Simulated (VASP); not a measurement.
# Sb (R-3m) in VASP: notebook, part 2 of 2

VASP 6.6.1. Earlier steps stand in the parts before.

## 3. Relaxation of shape and atoms at fixed volume, PBE (a relaxed cell with its volume scaled by 1.02)

INCAR reads:

```
SYSTEM = Sb
ALGO = Normal
EDIFF = 1E-7
EDIFFG = -0.01
ENCUT = 300
GGA = PE
IBRION = 2
ISIF = 4
ISMEAR = 1
LASPH = .TRUE.
LCHARG = .FALSE.
LREAL = .FALSE.
LWAVE = .FALSE.
NELM = 80
NSW = 40
PREC = Accurate
SIGMA = 0.1
```

KPOINTS reads:

```
k-points
0
G
  6 6 5
  0 0 0
```

POSCAR reads:

```
Sb                                      
1.0
    2.2046208720      1.2728384539      3.8606657252
   -2.2046208720      1.2728384539      3.8606657252
    0.0000000000     -2.5456769078      3.8606657252
  Sb            
     2
Direct
     0.2327211414259907    0.2327211414259907    0.2327211414259907
     0.7672788585740093    0.7672788585740093    0.7672788585740093
```

Potentials or basis: VASP PAW PBE potentials, release 64 (Sb).

The run is started by

```bash
$ cat potpaw_PBE.64/Sb/POTCAR > POTCAR
$ mpirun -np 1 vasp_std > vasp.out
```

OUTCAR:

```text
SYSTEM = Sb
   EDIFF = 1E-7
   EDIFFG = -0.01
   ENCUT = 300
   GGA = PE
   IBRION = 2
   ISIF = 4
   ISMEAR = 1
   LASPH = .TRUE.
   LREAL = .FALSE.
   NELM = 80
   NSW = 40
   PREC = Accurate

 ion  position               nearest neighbor table
   1  0.233  0.233  0.233-   2 2.97   2 2.97   2 2.97   2 3.45   2 3.45   2 3.45
   2  0.767  0.767  0.767-   1 2.97   1 2.97   1 2.97   1 3.45   1 3.45   1 3.45

  LATTYP: Found a trigonal (rhomboedric) cell.
 ALAT       =     4.6244146398
 COS(alpha) =     0.5454472492

  Lattice vectors:

 A1 = (   2.2046208720,   1.2728384539,   3.8606657252)
 A2 = (  -2.2046208720,   1.2728384539,   3.8606657252)
 A3 = (   0.0000000000,  -2.5456769078,   3.8606657252)

Analysis of symmetry for initial positions (statically):
=====================================================================
 Subroutine PRICEL returns:
 Original cell was already a primitive cell.

 Routine SETGRP: Setting up the symmetry group for a
 trigonal (rhombohedral) supercell.

 Subroutine GETGRP returns: Found 12 space group operations
 (whereof 12 operations were pure point group operations)
 out of a pool of 12 trial point group operations.

The static configuration has the point symmetry D_3d.

Analysis of symmetry for dynamics (positions and initial velocities):
=====================================================================
 Subroutine PRICEL returns:
 Original cell was already a primitive cell.

 Routine SETGRP: Setting up the symmetry group for a
 trigonal (rhombohedral) supercell.

 Subroutine GETGRP returns: Found 12 space group operations
 (whereof 12 operations were pure point group operations)
 out of a pool of 12 trial point group operations.

The dynamic configuration has the point symmetry D_3d.

 Subroutine INISYM returns: Found 12 space group operations
 (whereof 12 operations are pure point group operations),
 and found     1 'primitive' translations

----------------------------------------------------------------------------------------

                                     Primitive cell

  volume of cell :      65.0011

  direct lattice vectors                    reciprocal lattice vectors
     2.204620872  1.272838454  3.860665725     0.226796365  0.130940942  0.086340895
    -2.204620872  1.272838454  3.860665725    -0.226796365  0.130940942  0.086340895
     0.000000000 -2.545676908  3.860665725     0.000000000 -0.261881885  0.086340895

  length of vectors
     4.624414640  4.624414640  4.624414640     0.275747841  0.275747841  0.275747841

  position of ions in fractional coordinates (direct lattice)
     0.232721141  0.232721141  0.232721141
     0.767278859  0.767278859  0.767278859

  ion indices of the primitive-cell ions
   primitive index   ion index
                 1           1
                 2           2

----------------------------------------------------------------------------------------

 KPOINTS: k-points

Automatic generation of k-mesh.
[... 71 lines left out ...]
   number of dos      NEDOS =    301   number of ions     NIONS =      2
   total plane-waves  NPLWV =  21952
   dimension x,y,z NGX =    28 NGY =   28 NGZ =   28
   dimension x,y,z NGXF=    56 NGYF=   56 NGZF=   56
   ions per type =               2
   NGX,Y,Z   is equivalent  to a cutoff of  10.07, 10.07, 10.07 a.u.
   NGXF,Y,Z  is equivalent  to a cutoff of  20.13, 20.13, 20.13 a.u.
 SYSTEM =  Sb
   PREC   = accura    normal or accurate (medium, high low for compatibility)
   ISTART =      0    job   : 0-new  1-cont  2-samecut
   ICHARG =      2    charge: 1-file 2-atom 10-const
   ISPIN  =      1    spin polarized calculation?
   LNONCOLLINEAR =      F non collinear calculations
   LSORBIT =      F    spin-orbit coupling
   LASPH  =      T    aspherical Exc in radial PAW
   ENCUT  =  300.0 eV  22.05 Ry    4.70 a.u.   6.53  6.53  6.53*2*pi/ulx,y,z
   NELM   =     80;   NELMIN=  2; NELMDL= -5     # of ELM steps
   EDIFF  = 0.1E-06   stopping-criterion for ELM
   LREAL  =      F    real-space projection
   EDIFFG = -.1E-01   stopping-criterion for IOM
   NSW    =     40    number of steps for IOM
   IBRION =      2    ionic relax: 0-MD 1-quasi-New 2-CG
   NFREE  =      1    steps in history (QN), initial steepest desc. (CG)
   ISIF   =      4    stress and relaxation
   ISYM   =      2    0-nonsym 1-usesym 2-fastsym
   POTIM  = 0.5000    time-step for ionic-motion
   TEBEG  =    0.0;   TEEND  =   0.0 temperature during run
   PSTRESS=    0.0 pullay stress
   NELECT =      10.0000    total number of electrons
   NUPDOWN=      -1.0000    fix difference up-down
   EMIN   =  10.00;   EMAX   =-10.00  energy-range for DOS
   EFERMI =   0.00;   METHOD = LEGACY
   ISMEAR =     1;   SIGMA  =   0.10  broadening in eV -4-tet -1-fermi 0-gaus
   EFERMI_NEDOS =   21; number of points for ismear=-14 and -15
   IALGO  =     38    algorithm
   IMIX   =      4    mixing-type and parameters
     AMIX     =   0.40;   BMIX     =  1.00
     AMIX_MAG =   1.60;   BMIX_MAG =  1.00
  volume/ion in A,a.u.               =      32.50       219.32
  Fermi-wavevector in a.u.,A,eV,Ry     =   0.877205  1.657678 10.469537  0.769489
  Thomas-Fermi vector in A             =   1.997122
   LORBIT       =      0    0 simple, 1 ext, 2 COOP (PROOUT), +10 PAW based schemes
   GGA     = PE    functional components
   LHFCALC =     F    Hartree Fock is set to
   AEXX    =    0.0000 exact exchange contribution
   IVDW    =     0    specifies the selected vdW correction
   LEPSILON=     F    determine dielectric tensor
   LRPA    =     F    only Hartree local field effects (RPA)
 conjugate gradient relaxation of ions
 non-spin polarized calculation
 Methfessel and Paxton  Order N= 1 SIGMA  =   0.10
  energy-cutoff  :      300.00
  volume of cell :       65.00
 maximum number of plane-waves:       782
 NGX is ok and might be reduce to    28
   NGX = 13   NGY = 13   NGZ = 13

--------------------------------------- Ionic step        1  -------------------------------------------

 number of electron      10.0000000 magnetization

 number of electron       9.9999999 magnetization

 Free energy of the ion-electron system (eV)
  ---------------------------------------------------
  ext. energy  EPLUGINS =         0.00000000
  ---------------------------------------------------
  free energy    TOTEN  =        -8.27375642 eV

  energy without entropy =       -8.27333482  energy(sigma->0) =       -8.27361589

------------------------ aborting loop because EDIFF is reached ----------------------------------------

  FORCE on cell =-STRESS in cart. coord.  units (eV):
  Direction    XX          YY          ZZ          XY          YZ          ZX
  --------------------------------------------------------------------------------------
  -------------------------------------------------------------------------------------
  Total       -0.4195042     -0.4195042     -0.3308397      0.0000000     -0.0000000      0.0000000
  in kB      -10.3401356    -10.3401356     -8.1546918      0.0000000     -0.0000000      0.0000000
  external PRESSURE =      -9.6116543 kB  Pullay stress =       0.0000000 kB
[... 167 lines left out ...]
--------------------------------------- Ionic step        6  -------------------------------------------

 number of electron      10.0000000 magnetization

 Free energy of the ion-electron system (eV)
  ---------------------------------------------------
  ext. energy  EPLUGINS =         0.00000000
  ---------------------------------------------------
  free energy    TOTEN  =        -8.27516861 eV

  energy without entropy =       -8.27468563  energy(sigma->0) =       -8.27500762

 E-fermi :   6.3717     XC(G=0):  -9.2105

 val. band max:        6.3670919328   @ k =   0.3333   0.1667   0.2000
 cond. band min:       6.5930250180   @ k =   0.5000   0.3333   0.4000
 fundamental gap:      0.2259330852
 Fermi energy:         6.3716942838

 k-point     1 :       0.0000    0.0000    0.0000
  band No.  band energies     occupation
      1      -5.8137      2.00000
      2       1.2463      2.00000
      3       4.4910      2.00000
      4       4.7385      2.00000
      5       4.7385      2.00000
      6       8.2635     -0.00000
      7       8.9306      0.00000
      8       8.9306      0.00000
      9      11.6402      0.00000
[... 265 lines left out ...]
 k-point    24 :      -0.1667    0.1667    0.2000
  band No.  band energies     occupation
      1      -4.6728      2.00000
      2      -1.1444      2.00000
      3       3.5704      2.00000
      4       3.9845      2.00000
      5       4.2501      2.00000
      6       8.0747     -0.00000
      7       8.3127     -0.00000
      8       9.1172      0.00000
      9      10.6039      0.00000

 [... further k-points ...]
[... 5 lines left out ...]
  --------------------------------------------------------------------------------------
  -------------------------------------------------------------------------------------
  Total       -0.2477305     -0.2477305     -0.2450713      0.0000000     -0.0000000     -0.0000000
  in kB       -6.1061771     -6.1061771     -6.0406319      0.0000000     -0.0000000     -0.0000000
  external PRESSURE =      -6.0843287 kB  Pullay stress =       0.0000000 kB
[... 17 lines left out ...]
  FREE ENERGIE OF THE ION-ELECTRON SYSTEM (eV)
  ---------------------------------------------------
  free  energy   TOTEN  =        -8.2751686147 eV

  energy  without entropy=       -8.2746856346  energy(sigma->0) =       -8.27500762

 reached required accuracy - stopping structural energy minimisation
```

OSZICAR:

```text
N       E                     dE             d eps       ncg     rms          rms(c)
DAV:   1     0.235795913711E+02    0.23580E+02   -0.27059E+03   990   0.553E+02
DAV:   2    -0.725906615114E+01   -0.30839E+02   -0.29759E+02  1431   0.990E+01
[... 39 lines left out ...]
   5 F= -.82751481E+01 E0= -.82749919E+01  d E =-.849689E-04
       N       E                     dE             d eps       ncg     rms          rms(c)
DAV:   1    -0.827517756005E+01   -0.29506E-04   -0.16517E-03  1011   0.234E-01    0.173E-02
DAV:   2    -0.827517152428E+01    0.60358E-05   -0.46494E-05  1025   0.514E-02    0.101E-02
DAV:   3    -0.827516851957E+01    0.30047E-05   -0.16462E-05  1183   0.236E-02    0.204E-03
DAV:   4    -0.827516858984E+01   -0.70268E-07   -0.12578E-06  1029   0.853E-03    0.130E-03
DAV:   5    -0.827516861466E+01   -0.24821E-07   -0.91715E-08   537   0.228E-03
   6 F= -.82751686E+01 E0= -.82750076E+01  d E =-.105490E-03
```

It took 33 s on 1 thread of Intel Xeon Platinum 8488C (Sapphire Rapids), shared host; peak memory 0.15 GiB.

Results:

```
Free energy               : -8.2752 eV
Energy gained by relaxing : 0.7 meV/atom
Ionic steps               : 6
Pressure after relaxing   : -0.6 GPa
Band gap on the k mesh    : none (metal or under the smearing width)
```

The path:
```tsv
step	energy change (eV)	largest force (eV/Å)	pressure (GPa)
1	0.0000	0.0941	-0.96
2	-0.0008	0.0547	-0.84
3	-0.0013	0.0016	-0.68
4	-0.0013	0.0113	-0.64
5	-0.0014	0.0053	-0.62
6	-0.0014	0.0010	-0.61
```

Final structure:
```xyz
2
Lattice="2.1974 1.2687 3.8861 -2.1974 1.2687 3.8861 0.0000 -2.5373 3.8861" Properties=species:S:1:pos:R:3 pbc="T T T"
Sb    0.0000    0.0000    2.7014
Sb    0.0000    0.0000    8.9568
```

Spin-orbit coupling is left out, which matters for the levels of Sb.
